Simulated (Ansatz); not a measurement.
# TiSe: equilibrium volume by level of theory

```
Se Ti
1.0
     3.55900    0.00000    0.00000
    -1.77950    3.08218    0.00000
     0.00000    0.00000    6.22000
Se Ti
2 2
Cartesian
  1.7795 1.0274 4.6650
  0.0000 2.0548 1.5550
  0.0000 0.0000 3.1100
  0.0000 0.0000 0.0000
```

```csv
rung,level,program and potentials,cutoff (eV),k mesh,smearing,core time,chip,equilibrium volume (Å³/atom),notes
GGA + dispersion,PBEsol+D3(BJ),"Ansatz, Ansatz PAW",420,9 × 9 × 5,fermi-dirac 0.05,32 s,AMD EPYC 7R13 Zen 3,15.80,"potentials made for PBE, which Ansatz adapts in part"
GGA,PBEsol,"Ansatz, Ansatz PAW",420,9 × 9 × 5,fermi-dirac 0.05,37 s,AMD EPYC 7R13 Zen 3,16.49,"potentials made for PBE, which Ansatz adapts in part"
GGA + dispersion,PBEsol+D3(BJ)+ATM,"Ansatz, Ansatz PAW",420,9 × 9 × 5,fermi-dirac 0.05,39 s,AMD EPYC 7R13 Zen 3,15.91,"potentials made for PBE, which Ansatz adapts in part"
GGA + dispersion,PBEsol+D4,"Ansatz, Ansatz PAW",420,9 × 9 × 5,fermi-dirac 0.05,42 s,AMD EPYC 7R13 Zen 3,(a),"potentials made for PBE, which Ansatz adapts in part"
GGA + U (2 eV),"PBEsol+U (Ti d U = 2 eV, fll (the default))","Ansatz, Ansatz PAW",420,9 × 9 × 5,fermi-dirac 0.05,81 s,Intel Xeon Platinum 8175M Skylake/Cascade Lake,16.77,"potentials made for PBE, which Ansatz adapts in part"
GGA + U (4 eV),"PBEsol+U (Ti d U = 4 eV, fll (the default))","Ansatz, Ansatz PAW",420,9 × 9 × 5,fermi-dirac 0.05,85 s,Intel Xeon Platinum 8175M Skylake/Cascade Lake,17.14,"potentials made for PBE, which Ansatz adapts in part"
GGA + U (5 eV),"PBEsol+U (Ti d U = 5 eV, fll (the default))","Ansatz, Ansatz PAW",420,9 × 9 × 5,fermi-dirac 0.05,89 s,Intel Xeon Platinum 8175M Skylake/Cascade Lake,17.47,"potentials made for PBE, which Ansatz adapts in part"
GGA + U (3 eV),"PBEsol+U (Ti d U = 3 eV, fll (the default))","Ansatz, Ansatz PAW",420,9 × 9 × 5,fermi-dirac 0.05,90 s,Intel Xeon Platinum 8175M Skylake/Cascade Lake,16.94,"potentials made for PBE, which Ansatz adapts in part"
```

Times are single runs on shared hosts and different chips, so they are rough; meshes, cutoffs and the tasks' sizes weigh on the time. Task: relaxation of cell and atoms. All rows: no spin polarisation. Smearing widths are in eV. For a metal such meshes aren't converged. Meshes are those of the run's cell of 4 atoms unless a note names another. Relaxations start from the cell shown or near it and stop with a little pressure left. Runs on faulty files, with rough fits or with known faults for this quantity aren't shown. PBE isn't shown for this crystal. No row holds spin-orbit coupling.

Problem. Estimate the value left out from the other rows.

Solution. (a) 16.22 Å³/atom.
